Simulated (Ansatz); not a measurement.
Relaxed bulk SiC:

```
Si C
1.0
     0.00000    2.17814    2.17814
     2.17814    0.00000    2.17814
     2.17814    2.17814    0.00000
Si C
1 1
Direct
  0.00000 0.00000 0.00000
  0.75000 0.75000 0.75000
```

Miller indices refer to the conventional cell of F-43m (No. 216), a = 4.356 Å, b = 4.356 Å, c = 4.356 Å, α = 90.00°, β = 90.00°, γ = 90.00°. The bulk's gap is 1.71 eV.

Method: DFT r2SCAN, scalar-relativistic, plane waves, PAW in Ansatz 0.2.0. Cutoff 500 eV, Gaussian smearing of 0.05 eV, no spin polarisation. A dipole correction acts along the normal.

A relaxed slab with low-index faces, about a nanometre thick, has these properties:

- Surface energy (mean of both faces): 3.19 J/m²
- Gap of the slab on the mesh: 0.78 eV
- Bulk valence band top under the vacuum level: 6.14 eV
- Bulk conduction band bottom under the vacuum level: 4.43 eV

Q: Which low-index plane was cut, and which atoms end it?

A: The (110) plane, with SiC in the top plane and SiC in the bottom one as cut, before relaxation. The planes from bottom to top: SiC, SiC, SiC, SiC, SiC, SiC, SiC, SiC.

The gap is read on a mesh, which can miss the band edges, so it can be too wide. Gaps are read on the k points sampled, so a band crossing between them can be missed.